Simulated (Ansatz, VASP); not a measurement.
# SiO2 (Stishovite): VASP beside Ansatz, part 2 of 2

Aim: how closely do two programs agree when they are given the same cell, functional and k mesh? Of the first pair: The two relaxations start from unlike cells of this crystal (the structure described is Ansatz's start), so only their ends are compared.

VASP 6.6.1 and Ansatz 0.2.0.

So far: The starting structure; VASP: relaxation of cell and atoms, RPBE; Ansatz: relaxation of cell and atoms, RPBE; Differences.

### 5. Ansatz: relaxation of cell and atoms, r2SCAN with rVV10

Level of this step: Ansatz beside VASP: Kohn-Sham DFT, plane waves, r2SCAN with rVV10 (Ansatz).

The relaxed volume is the usual yardstick between codes: in a stiff, nearly cubic crystal its relative difference is about their pressure difference at one cell divided by the bulk modulus.

The cell is taken from a series of runs on this material, whose earlier steps may have relaxed, scaled, displaced or heated it; both programs get it as it stands.

The input, input.yaml:

```yaml
crystal:
  lattice:
    - [4.1811, 0.0, 0.0]
    - [0.0, 4.1811, 0.0]
    - [0.0, 0.0, 2.6665]
  atoms:
    - { symbol: Si, position: [0.0, 0.0, 0.0] }
    - { symbol: Si, position: [0.5, 0.5, 0.5] }
    - { symbol: O, position: [0.3058, 0.3058, 0.0] }
    - { symbol: O, position: [0.1942, 0.8058, 0.5] }
    - { symbol: O, position: [0.6942, 0.6942, 0.0] }
    - { symbol: O, position: [0.8058, 0.1942, 0.5] }
kpoints:
  mp_grid: { grid: [7, 7, 10] }
scf:
  occupations: { method: fermi_dirac, width: 0.05 }
hamiltonian:
  xc: r2scan
  pseudopotentials: { kind: paw, azcp: { folder: soft_1 } }
  dispersion: rvv10
relax:
  f_tol: 0.01
  max_steps: 60
  cell: { stress_tol: 0.02 }
output:
  forces: true
  stress: true
```

Run with:

```console
> ansatz run input.yaml --threads 4 --pin off --max-ram 10240MiB --backend cpu --events-out ev --progress --plain --runs-dir out
```

Numbers of over 12 decimals in the logs are rounded to 6 here.

Log:

```text
[...]
Crystal: 6 atoms, lattice volume = 46.615 Å³
Basis set: ecut = 500 eV, 1169 PW (Γ), exchange–correlation on 144×144×96 points (64 copies of the dense FFT grid, shifted against one another)
Bands: 22, of which v1, the nominal top of the filled ones, is band 16 counted from 1 (15 counted from 0)
Symmetry: 16 space group operations
[...]
k-points: 60 of 490
[...]
cell:  # Å, volume = 46.5115 Å³
    - [4.175440, 0, 0.0]
    - [0, 4.175440, 0.0]
    - [0.0, 0.0, 2.667817]
  atoms:
    - { symbol: Si, position: [0, 0, 0.0] }
    - { symbol: Si, position: [0.5, 0.5, 0.500000] }
    - { symbol: O, position: [0.305779, 0.305779, 0.0] }
    - { symbol: O, position: [0.194221, 0.805779, 0.500000] }
    - { symbol: O, position: [0.694221, 0.694221, 0.0] }
    - { symbol: O, position: [0.805779, 0.194221, 0.500000] }
[key lines of the parts left out:]
SCF converged after 4 iterations
Free energy (F): -3557.520750 eV
Fermi energy:    13.451285 eV
P = ⅓ Tr σ = 0.0024 GPa (0.024 kbar)
```

### 6. VASP: relaxation of cell and atoms, r2SCAN with rVV10

The same cell, functional, mesh and smearing now go to VASP, with its own data sets.

The input, INCAR:

```
SYSTEM = SiO2
PREC = Accurate
ENCUT = 660
EDIFF = 1E-07
NELM = 120
ISMEAR = -1
SIGMA = 0.05
LREAL = .FALSE.
ALGO = Normal
METAGGA = R2SCAN
LUSE_VDW = .TRUE.
IVDW_NL = 2
BPARAM = 11.95
CPARAM = 0.0093
LASPH = .TRUE.
NBANDS = 22
LORBIT = 11
LWAVE = .FALSE.
LCHARG = .FALSE.
ISIF = 3
IBRION = 2
NSW = 80
EDIFFG = -0.005
GGA_COMPAT = .FALSE.
NELMIN = 4
EFERMI = MIDGAP
LMIXTAU = .TRUE.
KPAR = 2
```

The input, POSCAR:

```
SiO2
1.0
    4.1811000000      0.0000000000      0.0000000000
    0.0000000000      4.1811000000      0.0000000000
    0.0000000000      0.0000000000      2.6665000000
Si O
2 4
Direct
    0.0000000000      0.0000000000      0.0000000000
    0.5000000000      0.5000000000      0.5000000000
    0.3057999091      0.3057999091      0.0000000000
    0.1942000909      0.8057999091      0.5000000000
    0.6942000909      0.6942000909      0.0000000000
    0.8057999091      0.1942000909      0.5000000000
```

The input, KPOINTS:

```
Automatic mesh
0
Gamma
7 7 10
0 0 0
```

PAW data sets: Si and O (PBE family, release 64).

Run with:

```console
> mpirun -np 2 vasp_std
```

Log:

```text
[banner, memory and clock lines left out]
running    2 mpi-ranks, on    1 nodes
[...]
|                                                                             |
|               ----> ADVICE to this user running VASP <----                  |
|                                                                             |
|     You have switched on vdW-DFT.                                           |
|     This routine was written and supplied by Jiri Klimes. We recommend      |
|     that you carefully read and cite the following publications:            |
|       J. Klimes, D.R. Bowler, A. Michelides                                 |
|          J. Phys.: Cond Matt. 22 022201 (2010)                              |
|       J. Klimes, D.R. Bowler, A. Michelides                                 |
|          Phys. Rev. B. 83, 195131 (2011)                                    |
|     and references therein.                                                 |
|                                                                             |

[...]
DAV:   7    -0.581401659964E+02    0.63868E-06   -0.98561E-07  2820   0.118E-02    0.779E-04
Total rVV10 correction in eV:      0.6723228    34.7471725
Total rVV10 correction in eV:      0.6723228    34.7471725
DAV:   8    -0.581401664649E+02   -0.46850E-06   -0.45651E-07  2772   0.766E-03    0.172E-04
Total rVV10 correction in eV:      0.6723228    34.7471725
Total rVV10 correction in eV:      0.6723228    34.7471725
DAV:   9    -0.581401664872E+02   -0.22329E-07   -0.14798E-08  1602   0.120E-03
Total rVV10 correction in eV:      0.6723239    34.7471725
Total rVV10 correction in eV:      0.6723239    34.7471725
Total rVV10 correction in eV:      0.6723235    34.7471725
Total rVV10 correction in eV:      0.6723235    34.7471725
   3 F= -.58140166E+02 E0= -.58140166E+02  d E =-.737413E-03
[... from here on, the cycles between the ionic steps are left out ...]
   4 F= -.58140264E+02 E0= -.58140264E+02  d E =-.971711E-04
   5 F= -.58140327E+02 E0= -.58140327E+02  d E =-.160805E-03
   6 F= -.58140327E+02 E0= -.58140327E+02  d E =-.160804E-03
   7 F= -.58140331E+02 E0= -.58140331E+02  d E =-.404474E-05
 trial-energy change:   -0.000004  1 .order   -0.000004   -0.000014    0.000006
 step:   0.6065(harm=  0.6065)  dis= 0.00015  next Energy=   -58.140332 (dE=-0.481E-05)
 reached required accuracy - stopping structural energy minimisation
```

Parts of OUTCAR (step 6):

```text
  Total        0.0030014      0.0030014      0.0140857      0.0000000      0.0000000      0.0000000
  in kB        0.1034353      0.1034353      0.4854204      0.0000000      0.0000000      0.0000000
  external PRESSURE =       0.2307637 kB  Pullay stress =       0.0000000 kB

 POSITION                                       TOTAL-FORCE (eV/Angst)
 -----------------------------------------------------------------------------------
     -0.00000      4.17179      0.00000        -0.000000      0.000000     -0.000000
      2.08590      2.08590      1.33566        -0.000000      0.000000     -0.000000
      1.27478      1.27478      2.67131         0.001855      0.001855      0.000000
      0.81111      3.36068      1.33566        -0.001855      0.001855      0.000000
      2.89701      2.89701      0.00000        -0.001855     -0.001855     -0.000000
      3.36068      0.81111      1.33566         0.001855     -0.001855     -0.000000
 -----------------------------------------------------------------------------------
    total drift:                                0.000000      0.000000     -0.000000

  FREE ENERGIE OF THE ION-ELECTRON SYSTEM (eV)
  ---------------------------------------------------
  free  energy   TOTEN  =       -58.1403313358 eV

  energy  without entropy=      -58.1403313358  energy(sigma->0) =      -58.14033134

[... 2 parts as in an earlier step ...]

[... 2 further parts left out ...]
[key lines of the parts left out:]
E-fermi :  11.1473
```

### 7. Differences

What differs besides the data sets and the points named for the pairs above, as far as they apply: VASP keeps PBE cores, Ansatz makes them for the functional; the cutoff is 500 eV in Ansatz and 660 eV in VASP. Total energies have different zeros and are not compared.

Compared:

```csv
quantity,Ansatz,VASP,difference
volume (Å³),46.51,46.49,+0.04 %
"edge a after relaxation, in the typed setting (Å)",4.175,4.172,+0.09 %
"edge c after relaxation, in the typed setting (Å)",2.668,2.671,-0.13 %
```

### 8. Summary of results

```yaml
difference_in_volume_relaxation_of_cell_and_atoms_rpbe: 0.41 %
difference_in_edge_c_after_relaxation_in_the_typed_setting_relaxation_of_cell_and_atoms_r2scan_with_rvv10: -0.13 %
```

**Reading.** The difference in volume is 0.41 % (relaxation of cell and atoms, RPBE), within the 1.2 % picked in this series as the mark of a large difference, as far as the stopping tolerances let one tell. 2 further runs of this series are not shown here. How closely two codes agree says nothing of how well the functional describes the real material.

[Lines on the potential files, build, host, timing and source positions are cut from VASP's logs without a mark.]

[Logs are printed without paths, hosts, clocks, repeated set-up lines and the standing remarks that a program may print on its own settings, such as how far it seeks lower states.]

[Hosts, paths, dates, database ids (printed as entryN), source tags and the programs' standing remarks are cut or masked in the printed files.]
